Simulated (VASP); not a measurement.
# Sn (Immm) in VASP: notebook

One crystal, Sn, is run at these levels: PBE; tasks: single point.

Everything below comes from runs of VASP 6.6.1. Logs are shortened: lines on timing, memory, paths and dates and some standing lists are left out, and cuts for length are marked.

### Step 1. Starting point

It takes space group Immm (No. 71, orthorhombic). The conventional cell has a = 3.453 Å, b = 3.551 Å, c = 4.677 Å, α = 90.00°, β = 90.00°, γ = 90.00°. Around Sn (site symmetry mmm) lie 12 Sn at 3.41 to 3.55 Å.

This isn't the form of Sn at room conditions, which is tetragonal (white tin).

### Step 2. Single point, PBE

INCAR reads:

```
SYSTEM = Sn
ADDGRID = .FALSE.
ALGO = Normal
EDIFF = 1E-7
ENCUT = 400
GGA = PE
ISIF = 2
ISMEAR = 1
LASPH = .TRUE.
LCHARG = .FALSE.
LREAL = .FALSE.
LWAVE = .FALSE.
NELM = 100
PREC = Accurate
SIGMA = 0.2
```

KPOINTS reads:

```
k-points
0
G
  14 14 14
  0 0 0
```

POSCAR reads:

```
Sn
1.0
   -1.6810770000      1.7214010000      2.3373330000
    1.7271670000     -1.7623000000      2.4024190000
    1.7145940000      1.7948920000     -2.3683880000
Sn
1
Direct
    0.0245380000     -0.0183670000      0.0024320000
```

Potentials or basis: VASP PAW PBE potentials, release 64 (Sn).

Started as:

```
$ cat potpaw_PBE.64/Sn/POTCAR > POTCAR
$ mpirun -np 1 vasp_std > vasp.out
```

OUTCAR:

```text
SYSTEM = Sn
   EDIFF = 1E-7
   ENCUT = 400
   GGA = PE
   ISIF = 2
   ISMEAR = 1
   LASPH = .TRUE.
   LREAL = .FALSE.
   NELM = 100
   PREC = Accurate

 Found   1376 irreducible k-points:

 Following reciprocal coordinates:
            Coordinates               Weight
  0.000000  0.000000  0.000000      1.000000
  0.071429  0.000000  0.000000      2.000000
  0.142857  0.000000  0.000000      2.000000
  0.214286  0.000000  0.000000      2.000000
  0.285714 -0.000000  0.000000      2.000000
  0.357143  0.000000  0.000000      2.000000
   k-points           NKPTS =   1376   k-points in BZ     NKDIM =   1376   number of bands    NBANDS=      6
   number of dos      NEDOS =    301   number of ions     NIONS =      1
   total plane-waves  NPLWV =  13824
   dimension x,y,z NGX =    24 NGY =   24 NGZ =   24
   dimension x,y,z NGXF=    48 NGYF=   48 NGZF=   48
   ions per type =               1
   NGX,Y,Z   is equivalent  to a cutoff of  11.89, 11.59, 11.63 a.u.
   NGXF,Y,Z  is equivalent  to a cutoff of  23.79, 23.17, 23.26 a.u.
 SYSTEM =  Sn
   PREC   = accura    normal or accurate (medium, high low for compatibility)
   ISTART =      0    job   : 0-new  1-cont  2-samecut
   ICHARG =      2    charge: 1-file 2-atom 10-const
   ISPIN  =      1    spin polarized calculation?
   LNONCOLLINEAR =      F non collinear calculations
   LSORBIT =      F    spin-orbit coupling
   LASPH  =      T    aspherical Exc in radial PAW
   ENCUT  =  400.0 eV  29.40 Ry    5.42 a.u.   5.47  5.62  5.59*2*pi/ulx,y,z
   NELM   =    100;   NELMIN=  2; NELMDL= -5     # of ELM steps
   EDIFF  = 0.1E-06   stopping-criterion for ELM
   LREAL  =      F    real-space projection
   EDIFFG = 0.1E-05   stopping-criterion for IOM
   NSW    =      0    number of steps for IOM
   IBRION =     -1    ionic relax: 0-MD 1-quasi-New 2-CG
   NFREE  =      0    steps in history (QN), initial steepest desc. (CG)
   ISIF   =      2    stress and relaxation
   ISYM   =      2    0-nonsym 1-usesym 2-fastsym
   POTIM  = 0.5000    time-step for ionic-motion
   TEBEG  =    0.0;   TEEND  =   0.0 temperature during run
   PSTRESS=    0.0 pullay stress
   NELECT =       4.0000    total number of electrons
   NUPDOWN=      -1.0000    fix difference up-down
   EMIN   =  10.00;   EMAX   =-10.00  energy-range for DOS
   EFERMI =   0.00;   METHOD = LEGACY
   ISMEAR =     1;   SIGMA  =   0.20  broadening in eV -4-tet -1-fermi 0-gaus
   EFERMI_NEDOS =   21; number of points for ismear=-14 and -15
   IALGO  =     38    algorithm
   IMIX   =      4    mixing-type and parameters
     AMIX     =   0.40;   BMIX     =  1.00
     AMIX_MAG =   1.60;   BMIX_MAG =  1.00
  volume/ion in A,a.u.               =      28.67       193.50
  Fermi-wavevector in a.u.,A,eV,Ry     =   0.849055  1.604482  9.808370  0.720895
  Thomas-Fermi vector in A             =   1.964816
   LORBIT       =      0    0 simple, 1 ext, 2 COOP (PROOUT), +10 PAW based schemes
   GGA     = PE    functional components
   LHFCALC =     F    Hartree Fock is set to
   AEXX    =    0.0000 exact exchange contribution
   IVDW    =     0    specifies the selected vdW correction
   LEPSILON=     F    determine dielectric tensor
   LRPA    =     F    only Hartree local field effects (RPA)
 non-spin polarized calculation
 Methfessel and Paxton  Order N= 1 SIGMA  =   0.20
  energy-cutoff  :      400.00
  volume of cell :       28.67
 maximum number of plane-waves:       538
 NGX is ok and might be reduce to    24
   NGX = 11   NGY = 11   NGZ = 11

 number of electron       4.0000000 magnetization

 Free energy of the ion-electron system (eV)
  ---------------------------------------------------
  ext. energy  EPLUGINS =         0.00000000
  ---------------------------------------------------
  free energy    TOTEN  =        -3.77149624 eV

  energy without entropy =       -3.77073629  energy(sigma->0) =       -3.77124292

 E-fermi :   4.9653     XC(G=0):  -9.9647

 val. band max:        4.9623565575   @ k =  -0.0714  -0.3571   0.1429
 cond. band min:       4.9667978004   @ k =  -0.2143   0.4286   0.4286
 fundamental gap:      0.0044412430
 Fermi energy:         4.9652778393

 k-point     1 :       0.0000    0.0000    0.0000
  band No.  band energies     occupation
      1      -5.8250      2.00000
      2      11.8370      0.00000
      3      12.2048      0.00000
      4      12.5691      0.00000
      5      15.5971      0.00000
      6      15.7622      0.00000

 k-point     2 :       0.0714    0.0000    0.0000
  band No.  band energies     occupation
      1      -5.7240      2.00000
      2      11.1888      0.00000
      3      11.7557      0.00000
      4      12.2783      0.00000
      5      14.9470      0.00000
      6      16.0720      0.00000

 k-point     3 :       0.1429    0.0000    0.0000
  band No.  band energies     occupation
      1      -5.4213      2.00000
      2       9.1275      0.00000
      3      11.4960      0.00000
      4      11.8186      0.00000
      5      14.5522      0.00000
      6      16.6293      0.00000

 k-point     4 :       0.2143    0.0000    0.0000
  band No.  band energies     occupation
      1      -4.9183      2.00000
      2       6.9429     -0.00000
      3      11.2035      0.00000
      4      11.3175      0.00000
      5      14.3073      0.00000
      6      16.5214      0.00000

 k-point     5 :       0.2857   -0.0000    0.0000
  band No.  band energies     occupation
      1      -4.2203      2.00000
      2       4.8651      1.74095
      3      10.8368      0.00000
      4      10.9776      0.00000
      5      14.1924      0.00000
      6      15.8691      0.00000

 k-point     6 :       0.3571    0.0000    0.0000
  band No.  band energies     occupation
      1      -3.3457      2.00000
      2       2.9784      2.00000
      3      10.4840      0.00000
      4      10.7924      0.00000
      5      14.2089      0.00000
      6      15.3618      0.00000

 [... further k-points ...]

------------------------ aborting loop because EDIFF is reached ----------------------------------------

  FORCE on cell =-STRESS in cart. coord.  units (eV):
  Direction    XX          YY          ZZ          XY          YZ          ZX
  --------------------------------------------------------------------------------------
  -------------------------------------------------------------------------------------
  Total       -0.1621071     -0.1887767     -0.2216021     -0.0179847      0.0409876     -0.0387843
  in kB       -9.0580749    -10.5482960    -12.3824873     -1.0049310      2.2902705     -2.1671523
  external PRESSURE =     -10.6629527 kB  Pullay stress =       0.0000000 kB

 VOLUME and BASIS-vectors are now :
 -----------------------------------------------------------------------------
  energy-cutoff  :      400.00
  volume of cell :       28.67
      direct lattice vectors                 reciprocal lattice vectors
    -1.681077000  1.721401000  2.337333000    -0.004822354  0.286321943  0.213499049
     1.727167000 -1.762300000  2.402419000     0.288499269 -0.000911461  0.208168231
     1.714594000  1.794892000 -2.368388000     0.287885548  0.281643047 -0.000369160

 POSITION                                       TOTAL-FORCE (eV/Angst)
 -----------------------------------------------------------------------------------
      1.65836     -1.68333      2.40989         0.000000      0.000000      0.000000
 -----------------------------------------------------------------------------------
    total drift:                               -0.000000      0.000000      0.000000

  FREE ENERGIE OF THE ION-ELECTRON SYSTEM (eV)
  ---------------------------------------------------
  free  energy   TOTEN  =        -3.7714962397 eV

  energy  without entropy=       -3.7707362892  energy(sigma->0) =       -3.77124292
```

OSZICAR:

```text
N       E                     dE             d eps       ncg     rms          rms(c)
DAV:   1     0.243879966624E+00    0.24388E+00   -0.12813E+03 16686   0.386E+02
DAV:   2    -0.373964666106E+01   -0.39835E+01   -0.38065E+01 22578   0.358E+01
DAV:   3    -0.378485640786E+01   -0.45210E-01   -0.42353E-01 19824   0.415E+00
DAV:   4    -0.378494637831E+01   -0.89970E-04   -0.89969E-04 23310   0.183E-01
DAV:   5    -0.378494646975E+01   -0.91432E-07   -0.91502E-07 20370   0.469E-03    0.129E+00
DAV:   6    -0.377677846326E+01    0.81680E-02   -0.21050E-03 19518   0.314E-01    0.756E-01
DAV:   7    -0.377142254800E+01    0.53559E-02   -0.59808E-03 17628   0.530E-01    0.525E-02
DAV:   8    -0.377149479584E+01   -0.72248E-04   -0.67033E-05 22986   0.650E-02    0.872E-03
DAV:   9    -0.377149624156E+01   -0.14457E-05   -0.24249E-06 20262   0.128E-02    0.316E-03
DAV:  10    -0.377149623968E+01    0.18841E-08   -0.48339E-07 20808   0.452E-03
   1 F= -.37714962E+01 E0= -.37712429E+01  d E =-.759951E-03
```

It took 43 s on 1 thread of Intel Xeon 6975P-C (Granite Rapids), shared host; peak memory 0.29 GiB.

The run converged, but some of its settings lie outside the range that counts as converged, so its numbers aren't taken as properties of the crystal.

What came out:

* Free energy: -3.7715 eV
* Pressure: -1.1 GPa
* Band gap on the k mesh: none (metal or under the smearing width)

### Step 3. Single point, PBE

Edit INCAR of step 2 so:

```diff
@@ -4,3 +4,3 @@
 EDIFF = 1E-7
-ENCUT = 400
+ENCUT = 550
 GGA = PE
```

KPOINTS reads:

```
k-points
0
G
  12 12 12
  0 0 0
```

POSCAR reads:

```
Sn
1.0
   -1.7265390000      1.7755470000      2.3383420000
    1.7265390000     -1.7755470000      2.3383420000
    1.7265390000      1.7755470000     -2.3383420000
Sn
1
Direct
    0.0000000000      0.0000000000      0.0000000000
```

Potentials or basis: VASP PAW PBE potentials, release 64 (Sn).

Started as:

```
$ cat potpaw_PBE.64/Sn/POTCAR > POTCAR
$ mpirun -np 1 vasp_std > vasp.out
```

OUTCAR:

```text
SYSTEM = Sn
   EDIFF = 1E-7
   ENCUT = 550
   GGA = PE
   ISIF = 2
   ISMEAR = 1
   LASPH = .TRUE.
   LREAL = .FALSE.
   NELM = 100
   PREC = Accurate

 Found    280 irreducible k-points:

 Following reciprocal coordinates:
            Coordinates               Weight
  0.000000  0.000000  0.000000      1.000000
  0.083333  0.000000 -0.000000      4.000000
  0.166667  0.000000 -0.000000      4.000000
  0.250000  0.000000 -0.000000      4.000000
  0.333333  0.000000  0.000000      4.000000
  0.416667  0.000000 -0.000000      4.000000
   k-points           NKPTS =    280   k-points in BZ     NKDIM =    280   number of bands    NBANDS=      6
   number of dos      NEDOS =    301   number of ions     NIONS =      1
   total plane-waves  NPLWV =  21952
   dimension x,y,z NGX =    28 NGY =   28 NGZ =   28
   dimension x,y,z NGXF=    56 NGYF=   56 NGZF=   56
   ions per type =               1
   NGX,Y,Z   is equivalent  to a cutoff of  13.67, 13.67, 13.67 a.u.
   NGXF,Y,Z  is equivalent  to a cutoff of  27.33, 27.33, 27.33 a.u.
 SYSTEM =  Sn
   PREC   = accura    normal or accurate (medium, high low for compatibility)
   ISTART =      0    job   : 0-new  1-cont  2-samecut
   ICHARG =      2    charge: 1-file 2-atom 10-const
   ISPIN  =      1    spin polarized calculation?
   LNONCOLLINEAR =      F non collinear calculations
   LSORBIT =      F    spin-orbit coupling
   LASPH  =      T    aspherical Exc in radial PAW
[... 58 lines left out ...]

 k-point     1 :       0.0000    0.0000    0.0000
  band No.  band energies     occupation
      1      -5.8263      2.00000
      2      11.9799      0.00000
      3      12.1204      0.00000
      4      12.5293      0.00000
      5      15.5904      0.00000
      6      15.8004      0.00000
[... 37 lines left out ...]
 k-point     6 :       0.4167    0.0000   -0.0000
  band No.  band energies     occupation
      1      -2.6321      2.00000
      2       1.5361      2.00000
      3      10.3021      0.00000
      4      10.9920      0.00000
      5      14.4293      0.00000
      6      15.1057      0.00000

 [... further k-points ...]

------------------------ aborting loop because EDIFF is reached ----------------------------------------

  FORCE on cell =-STRESS in cart. coord.  units (eV):
  Direction    XX          YY          ZZ          XY          YZ          ZX
  --------------------------------------------------------------------------------------
  -------------------------------------------------------------------------------------
  Total       -0.1424525     -0.2755487     -0.2905853     -0.0000000      0.0000000      0.0000000
  in kB       -7.9598367    -15.3968680    -16.2370707     -0.0000000      0.0000000      0.0000000
  external PRESSURE =     -13.1979252 kB  Pullay stress =       0.0000000 kB

 VOLUME and BASIS-vectors are now :
 -----------------------------------------------------------------------------
  energy-cutoff  :      550.00
  volume of cell :       28.67
      direct lattice vectors                 reciprocal lattice vectors
    -1.726539000  1.775547000  2.338342000     0.000000000  0.281603359  0.213826720
     1.726539000 -1.775547000  2.338342000     0.289596702  0.000000000  0.213826720
     1.726539000  1.775547000 -2.338342000     0.289596702  0.281603359  0.000000000

 POSITION                                       TOTAL-FORCE (eV/Angst)
 -----------------------------------------------------------------------------------
      0.00000      0.00000      0.00000        -0.000000      0.000000      0.000000
 -----------------------------------------------------------------------------------
    total drift:                                0.000000     -0.000000      0.000000

  FREE ENERGIE OF THE ION-ELECTRON SYSTEM (eV)
  ---------------------------------------------------
  free  energy   TOTEN  =        -3.7642247223 eV

  energy  without entropy=       -3.7631654037  energy(sigma->0) =       -3.76387162
```

OSZICAR:

```text
N       E                     dE             d eps       ncg     rms          rms(c)
DAV:   1     0.117716096074E+01    0.11772E+01   -0.15742E+03  3378   0.513E+02
DAV:   2    -0.371637786482E+01   -0.48935E+01   -0.47621E+01  4542   0.411E+01
DAV:   3    -0.377806320314E+01   -0.61685E-01   -0.61437E-01  4074   0.488E+00
DAV:   4    -0.377816223591E+01   -0.99033E-04   -0.99031E-04  4680   0.219E-01
DAV:   5    -0.377816233994E+01   -0.10403E-06   -0.10397E-06  4200   0.542E-03    0.129E+00
DAV:   6    -0.376970756717E+01    0.84548E-02   -0.22132E-03  4014   0.321E-01    0.757E-01
DAV:   7    -0.376414747694E+01    0.55601E-02   -0.62798E-03  3666   0.542E-01    0.536E-02
DAV:   8    -0.376422321259E+01   -0.75736E-04   -0.68945E-05  4686   0.669E-02    0.876E-03
DAV:   9    -0.376422471608E+01   -0.15035E-05   -0.26272E-06  4212   0.134E-02    0.329E-03
DAV:  10    -0.376422472229E+01   -0.62017E-08   -0.50609E-07  4248   0.466E-03
   1 F= -.37642247E+01 E0= -.37638716E+01  d E =-.105932E-02
```

Wall time 21 s (1 thread of Intel Xeon 6975P-C (Granite Rapids), shared host); peak memory 0.2 GiB.

These settings aren't checked as converged: the numbers below hold their error.

What came out:

| Property | Result |
| --- | --- |
| Free energy | -3.7642 eV |
| Pressure | -1.3 GPa |
| Band gap on the k mesh | none (metal or under the smearing width) |

### Step 4. Single point, PBE

INCAR is that of step 3.

KPOINTS is that of step 3.

POSCAR reads:

```
Sn
1.0
   -1.6810770000      1.7214010000      2.3373330000
    1.7271670000     -1.7623000000      2.4024190000
    1.7145940000      1.7948920000     -2.3683880000
Sn
1
Direct
    0.0245380000     -0.0183670000      0.0024320000
```

Potentials or basis: VASP PAW PBE potentials, release 64 (Sn).

Started as:

```
$ cat potpaw_PBE.64/Sn/POTCAR > POTCAR
$ mpirun -np 1 vasp_std > vasp.out
```

OUTCAR:

```text
SYSTEM = Sn
   EDIFF = 1E-7
   ENCUT = 550
   GGA = PE
   ISIF = 2
   ISMEAR = 1
   LASPH = .TRUE.
   LREAL = .FALSE.
   NELM = 100
   PREC = Accurate

 Found    868 irreducible k-points:

 Following reciprocal coordinates:
            Coordinates               Weight
  0.000000  0.000000  0.000000      1.000000
  0.083333  0.000000  0.000000      2.000000
  0.166667  0.000000  0.000000      2.000000
  0.250000  0.000000  0.000000      2.000000
  0.333333  0.000000  0.000000      2.000000
  0.416667  0.000000  0.000000      2.000000
[... 130 lines left out ...]

------------------------ aborting loop because EDIFF is reached ----------------------------------------

  FORCE on cell =-STRESS in cart. coord.  units (eV):
  Direction    XX          YY          ZZ          XY          YZ          ZX
  --------------------------------------------------------------------------------------
  -------------------------------------------------------------------------------------
  Total       -0.1959091     -0.2347302     -0.2838983      0.0351894     -0.0502138      0.0294182
  in kB      -10.9468327    -13.1160490    -15.8634180      1.9662844     -2.8058047      1.6438037
  external PRESSURE =     -13.3087666 kB  Pullay stress =       0.0000000 kB

 VOLUME and BASIS-vectors are now :
 -----------------------------------------------------------------------------
  energy-cutoff  :      550.00
  volume of cell :       28.67
      direct lattice vectors                 reciprocal lattice vectors
    -1.681077000  1.721401000  2.337333000    -0.004822354  0.286321943  0.213499049
     1.727167000 -1.762300000  2.402419000     0.288499269 -0.000911461  0.208168231
     1.714594000  1.794892000 -2.368388000     0.287885548  0.281643047 -0.000369160

 POSITION                                       TOTAL-FORCE (eV/Angst)
 -----------------------------------------------------------------------------------
      1.65836     -1.68333      2.40989        -0.000000      0.000000     -0.000000
 -----------------------------------------------------------------------------------
    total drift:                               -0.000000      0.000000      0.000000

  FREE ENERGIE OF THE ION-ELECTRON SYSTEM (eV)
  ---------------------------------------------------
  free  energy   TOTEN  =        -3.7645893317 eV

  energy  without entropy=       -3.7639106698  energy(sigma->0) =       -3.76436311
```

OSZICAR:

```text
N       E                     dE             d eps       ncg     rms          rms(c)
DAV:   1     0.135382335945E+01    0.13538E+01   -0.15462E+03 10482   0.509E+02
DAV:   2    -0.372113150797E+01   -0.50750E+01   -0.48321E+01 14160   0.413E+01
DAV:   3    -0.377849193950E+01   -0.57360E-01   -0.56774E-01 12678   0.488E+00
DAV:   4    -0.377857460230E+01   -0.82663E-04   -0.82665E-04 14616   0.214E-01
DAV:   5    -0.377857472213E+01   -0.11982E-06   -0.11976E-06 12960   0.561E-03    0.129E+00
DAV:   6    -0.377009565416E+01    0.84791E-02   -0.22148E-03 12378   0.321E-01    0.757E-01
DAV:   7    -0.376451242889E+01    0.55832E-02   -0.62957E-03 11160   0.543E-01    0.538E-02
DAV:   8    -0.376458783369E+01   -0.75405E-04   -0.69323E-05 14628   0.670E-02    0.870E-03
DAV:   9    -0.376458933052E+01   -0.14968E-05   -0.26063E-06 12666   0.133E-02    0.324E-03
DAV:  10    -0.376458933172E+01   -0.11945E-08   -0.49892E-07 13128   0.463E-03
   1 F= -.37645893E+01 E0= -.37643631E+01  d E =-.678662E-03
```

stdout:

```text
POSCAR found type information on POSCAR Sn
 POSCAR found :  1 types and       1 ions
 scaLAPACK will be used
 LDA part: xc-table for (Slater+PW92), standard interpolation
 POSCAR, INCAR and KPOINTS ok, starting setup
 FFT: planning ... GRIDC
 FFT: planning ... GRID_SOFT
 FFT: planning ... GRID
 WAVECAR not read
 entering main loop
```

Wall time 65 s (1 thread of Intel Xeon 6975P-C (Granite Rapids), shared host); peak memory 0.31 GiB.

These settings aren't checked as converged: the numbers below hold their error.

What came out:

* Free energy: -3.7646 eV
* Pressure: -1.3 GPa
* Band gap on the k mesh: none (metal or under the smearing width)
